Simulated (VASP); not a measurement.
# KI (nc) (Fm-3m) in VASP: single point with PBE

Aim: the single point of KI (nc) with PBE.

Program: VASP 6.6.1. These are calculated values, not measurements. Logs are shortened: lines on timing, memory, paths and dates and some standing lists are left out, and cuts for length are marked.

**What was measured.**

From a printed reference work, monograph, for a bulk crystal of KI: band gap 6.32 eV.

The runs below are set against these values where they give the same quantity.

## 1. The cell of the first run

It takes space group Fm-3m (No. 225, cubic). The conventional cell has a = 7.181 Å, b = 7.181 Å, c = 7.181 Å, α = 90.00°, β = 90.00°, γ = 90.00°. K (site symmetry m-3m) has 6 I at 3.59 Å within 4.7 Å. I (site symmetry m-3m) has 6 K at 3.59 Å within 4.7 Å.

## 2. Single point, PBE

Input file INCAR:

```
PREC     = Accurate       # precision mode
ENCUT    = 500            # plane-wave cutoff, eV
EDIFF    = 1E-6           # SCF threshold, eV
ISMEAR   = 0              # smearing method
SIGMA    = 0.02           # smearing width, eV
LREAL    = F              # projectors in reciprocal space
LASPH    = T              # aspherical terms in the spheres
NELM     = 120            # most SCF steps
ALGO     = Normal         # electronic algorithm
ISIF     = 2              # what is computed and relaxed
LWAVE    = F              # write WAVECAR
LCHARG   = F              # write CHGCAR
GGA      = PE             # functional
NBANDS   = 15             # bands
GGA_COMPAT= F
```

Input file KPOINTS:

```
Automatic mesh
0
Gamma
  6 6 6
```

Input file POSCAR:

```
KI
1.0
    0.0000000000      3.5903039294      3.5903039294
    3.5903039294      0.0000000000      3.5903039294
    3.5903039294      3.5903039294      0.0000000000
K I
1 1
Direct
    0.0000000000      0.0000000000      0.0000000000
    0.5000000000      0.5000000000      0.5000000000
```

Potentials or basis: VASP PAW PBE potentials, release 64 (K_sv, I).

Command:

```bash
$ cat potpaw_PBE.64/K_sv/POTCAR potpaw_PBE.64/I/POTCAR > POTCAR
$ mpirun -np 1 vasp_std > vasp.out
```

OUTCAR:

```text
PREC = Accurate
   ENCUT = 500
   EDIFF = 1E-6
   ISMEAR = 0
   LREAL = F
   LASPH = T
   NELM = 120
   ISIF = 2
   GGA = PE

 ion  position               nearest neighbor table
   1  0.000  0.000  0.000-   2 3.59   2 3.59   2 3.59   2 3.59   2 3.59   2 3.59
   2  0.500  0.500  0.500-   1 3.59   1 3.59   1 3.59   1 3.59   1 3.59   1 3.59

  LATTYP: Found a face centered cubic cell.
 ALAT       =     7.1806078588

  Lattice vectors:

 A1 = (   0.0000000000,   3.5903039294,   3.5903039294)
 A2 = (   3.5903039294,   0.0000000000,   3.5903039294)
 A3 = (   3.5903039294,   3.5903039294,   0.0000000000)

Analysis of symmetry for initial positions (statically):
=====================================================================
 Subroutine PRICEL returns:
 Original cell was already a primitive cell.

 Routine SETGRP: Setting up the symmetry group for a
 face centered cubic supercell.

 Subroutine GETGRP returns: Found 48 space group operations
 (whereof 48 operations were pure point group operations)
 out of a pool of 48 trial point group operations.

The static configuration has the point symmetry O_h .

Analysis of symmetry for dynamics (positions and initial velocities):
=====================================================================
 Subroutine PRICEL returns:
 Original cell was already a primitive cell.

 Routine SETGRP: Setting up the symmetry group for a
 face centered cubic supercell.

 Subroutine GETGRP returns: Found 48 space group operations
 (whereof 48 operations were pure point group operations)
 out of a pool of 48 trial point group operations.

The dynamic configuration has the point symmetry O_h .

 Subroutine INISYM returns: Found 48 space group operations
 (whereof 48 operations are pure point group operations),
 and found     1 'primitive' translations

----------------------------------------------------------------------------------------

                                     Primitive cell

  volume of cell :      92.5601

  direct lattice vectors                    reciprocal lattice vectors
     0.000000000  3.590303929  3.590303929    -0.139263976  0.139263976  0.139263976
     3.590303929  0.000000000  3.590303929     0.139263976 -0.139263976  0.139263976
     3.590303929  3.590303929  0.000000000     0.139263976  0.139263976 -0.139263976

  length of vectors
     5.077456510  5.077456510  5.077456510     0.241212282  0.241212282  0.241212282

  position of ions in fractional coordinates (direct lattice)
     0.000000000  0.000000000  0.000000000
     0.500000000  0.500000000  0.500000000

[... 78 lines left out ...]
   NELECT =      16.0000    total number of electrons
   NUPDOWN=      -1.0000    fix difference up-down
   EMIN   =  10.00;   EMAX   =-10.00  energy-range for DOS
   EFERMI =   0.00;   METHOD = LEGACY
   ISMEAR =     0;   SIGMA  =   0.02  broadening in eV -4-tet -1-fermi 0-gaus
   EFERMI_NEDOS =   21; number of points for ismear=-14 and -15
   IALGO  =     38    algorithm
   IMIX   =      4    mixing-type and parameters
     AMIX     =   0.40;   BMIX     =  1.00
     AMIX_MAG =   1.60;   BMIX_MAG =  1.00
  volume/ion in A,a.u.               =      46.28       312.31
  Fermi-wavevector in a.u.,A,eV,Ry     =   0.911955  1.723346 11.315458  0.831663
  Thomas-Fermi vector in A             =   2.036295
   LORBIT       =      0    0 simple, 1 ext, 2 COOP (PROOUT), +10 PAW based schemes
   GGA     = PE    functional components
   LHFCALC =     F    Hartree Fock is set to
   AEXX    =    0.0000 exact exchange contribution
   IVDW    =     0    specifies the selected vdW correction
   LEPSILON=     F    determine dielectric tensor
   LRPA    =     F    only Hartree local field effects (RPA)
 non-spin polarized calculation
 Gauss-broadening in eV      SIGMA  =   0.02
  energy-cutoff  :      500.00
  volume of cell :       92.56
 maximum number of plane-waves:      2397
 NGX is ok and might be reduce to    40
   NGX = 19   NGY = 19   NGZ = 19

 number of electron      16.0000001 magnetization

 Free energy of the ion-electron system (eV)
  ---------------------------------------------------
  ext. energy  EPLUGINS =         0.00000000
  ---------------------------------------------------
  free energy    TOTEN  =        -5.56503946 eV

  energy without entropy =       -5.56503946  energy(sigma->0) =       -5.56503946

 E-fermi :  -0.5124     XC(G=0):  -6.9903

 val. band max:       -0.6584361784   @ k =   0.0000   0.0000   0.0000
 cond. band min:       3.1946243097   @ k =   0.0000   0.0000   0.0000
 fundamental gap:      3.8530604881
 Fermi energy:        -0.5123881386

 k-point     1 :       0.0000    0.0000    0.0000
  band No.  band energies     occupation
      1     -29.2495      2.00000
      2     -12.7310      2.00000
      3     -12.7310      2.00000
      4     -12.7310      2.00000
      5     -11.0914      2.00000
      6      -0.6584      2.00000
      7      -0.6584      2.00000
      8      -0.6584      2.00000
      9       3.1946      0.00000
     10       5.8534      0.00000
     11       5.8534      0.00000
     12       5.8534      0.00000
     13       6.5388      0.00000
     14       6.5388      0.00000
[... 257 lines left out ...]
      2     -12.7627      2.00000
      3     -12.7618      2.00000
      4     -12.7511      2.00000
      5     -10.9349      2.00000
      6      -1.4633      2.00000
      7      -1.1764      2.00000
      8      -1.1536      2.00000
      9       5.0326      0.00000
     10       5.5995      0.00000
     11       6.6582      0.00000
     12       7.4908      0.00000
     13       7.7930      0.00000
     14       8.8570      0.00000
     15       9.2218      0.00000

------------------------ aborting loop because EDIFF is reached ----------------------------------------

  FORCE on cell =-STRESS in cart. coord.  units (eV):
  Direction    XX          YY          ZZ          XY          YZ          ZX
  --------------------------------------------------------------------------------------
  -------------------------------------------------------------------------------------
  Total        0.0200299      0.0200299      0.0200299      0.0000000      0.0000000     -0.0000000
  in kB        0.3467101      0.3467101      0.3467101      0.0000000      0.0000000     -0.0000000
  external PRESSURE =       0.3467101 kB  Pullay stress =       0.0000000 kB

 VOLUME and BASIS-vectors are now :
 -----------------------------------------------------------------------------
  energy-cutoff  :      500.00
  volume of cell :       92.56
      direct lattice vectors                 reciprocal lattice vectors
     0.000000000  3.590303929  3.590303929    -0.139263976  0.139263976  0.139263976
     3.590303929  0.000000000  3.590303929     0.139263976 -0.139263976  0.139263976
     3.590303929  3.590303929  0.000000000     0.139263976  0.139263976 -0.139263976

 POSITION                                       TOTAL-FORCE (eV/Angst)
 -----------------------------------------------------------------------------------
      0.00000      0.00000      0.00000         0.000000      0.000000      0.000000
      3.59030      3.59030      3.59030        -0.000000      0.000000     -0.000000
 -----------------------------------------------------------------------------------
    total drift:                                0.000000     -0.000000     -0.000000

  FREE ENERGIE OF THE ION-ELECTRON SYSTEM (eV)
  ---------------------------------------------------
  free  energy   TOTEN  =        -5.5650394581 eV

  energy  without entropy=       -5.5650394581  energy(sigma->0) =       -5.56503946
```

stdout:

```text
POSCAR found type information on POSCAR K I
 POSCAR found :  2 types and       2 ions
 scaLAPACK will be used
 LDA part: xc-table for (Slater+PW92), standard interpolation
 POSCAR, INCAR and KPOINTS ok, starting setup
 FFT: planning ... GRIDC
 FFT: planning ... GRID_SOFT
 FFT: planning ... GRID
 WAVECAR not read
 entering main loop
```

Run time: 49 s. Hardware: 1 thread of AMD EPYC 7R13, shared host; peak memory 0.21 GiB.

What came out:

| Property | Result |
| --- | --- |
| Free energy | -5.5650 eV |
| Pressure | 0.0 GPa |
| Band gap on the k mesh | 3.85 eV, direct |

Caveat: spin-orbit coupling is left out, which moves the levels of the heavy elements.

## 3. Comparison with measurements

Step 2. Against the measured gap of KI, 6.32 eV (a printed reference work, monograph), the calculated 3.85 eV is off by -2.47 eV. Spin-orbit coupling on I is left out. The value is that of PBE, without temperature or zero-point motion. Semilocal functionals fall short of measured gaps as a rule.
